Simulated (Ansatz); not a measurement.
## Fe: stiffness from a series of strains

```xyz
1
Lattice="0.0000 1.9417 1.9651 1.4984 0.0000 1.9651 1.4984 1.9417 0.0000" Properties=species:S:1:pos:R:3 pbc="T T T"
Fe    0.0000    0.0000    0.0000
```

Conventional cell: a = 2.997 Å, b = 3.883 Å, c = 3.930 Å, α = 90.00°, β = 90.00°, γ = 90.00°. Around Fe (atom 1) lie 12 Fe at 2.45 to 2.76 Å.

Structure from Materials Project entry mp-1271068 (possibly hypothetical), not relaxed further.

The magnetic state is the one reached from the start moments; no search over orders was made, so it needn't be the ground state.

All numbers below come from DFT, PBE, all-electron LAPW, scalar-relativistic (Ansatz 0.2.0).

Numerical set-up: a Γ-centred 16×16×16 k mesh, Fermi–Dirac smearing of 0.05 eV, basis error target 0.5 meV/atom, spin-polarised from start moments Fe 3 μB.

The strain is applied along the Cartesian axes of the cell as listed (the other components stay zero). Fractional coordinates are held (clamped ions).

σ is the change of stress from the unstrained cell, which is at -0.61 GPa; tension is positive, so slopes are stress–strain coefficients at that pressure. In a metal the k mesh adds noise.

Only quantities that a quadratic follows smoothly over the whole series are listed; rougher ones are left out.

```tsv
εzz	σzz (GPa)	σxx (GPa)
-0.0300	-9.54	-4.77
-0.0200	-6.15	-3.01
-0.0100	-2.97	-1.41
0.0000	0.00	0.00
0.0100	2.73	1.24
0.0300	7.64	3.30
```

(1) Fit the series and read off the stiffness at zero strain.

(2) One run, at εzz = 0.0200, is withheld. Predict its row.

Answers

(1) Least-squares fits y = p0 + p1 x + p2 x² to the rows give σzz (GPa): p1 = 286, p2 = -1000; σxx (GPa): p1 = 134, p2 = -810. So C33 = 286 GPa and C13 = 134 GPa, for these axes.

(2) The fits give 5.30, 2.36; the run gave 5.24, 2.34.
